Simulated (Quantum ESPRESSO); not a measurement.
Runs of Quantum ESPRESSO 7.5 on NiO. Symmetry: Pm-3m, No. 221, cubic system. Conventional cell: a = 2.505 Å, b = 2.505 Å, c = 2.505 Å, α = 90.00°, β = 90.00°, γ = 90.00°. Around Ni (site symmetry m-3m) lie 8 O at 2.17 Å. O (site symmetry m-3m) is surrounded by 8 Ni at 2.17 Å. Measurements of this composition are mostly on another form, of space group No. 225.

| level | form of the LDA correlation | gap on the mesh (eV) | pressure (GPa) | moment (μB) |
| --- | --- | --- | --- | --- |
| revPBE+U | - | none | 42.0 | 2.00 |
| PBEsol+U | - | none | 22.1 | 2.00 |
| LDA+U | PZ81 | none | (a) | 2.00 |
| PW91+U | - | none | 36.5 | 2.00 |
| RPBE+U | - | none | 43.9 | 2.00 |

Alike in all rows: task single point; potentials or basis PseudoDojo 0.4 SR PBEsol stringent; spin collinear, ferromagnetic start; Ni d U = 6 eV; cell as given; k mesh 7 × 7 × 7; cutoff (eV) 1415; smearing gaussian 0.05 eV.

Problem. Fill in the values left out.

Solution. (a) 15.9.

Caveats: a cell with one magnetic atom can't hold antiferromagnetic order, which such compounds often take; the potentials were made for another functional, which shifts forces and pressure (some runs); a pressure of tens of GPa on the cell as given is suspect, and the run, the potentials or the cell itself is likely at fault (some runs).

A gap of «none» marks a metal or a gap under the smearing width.

Runs at the PBE level aren't shown here.
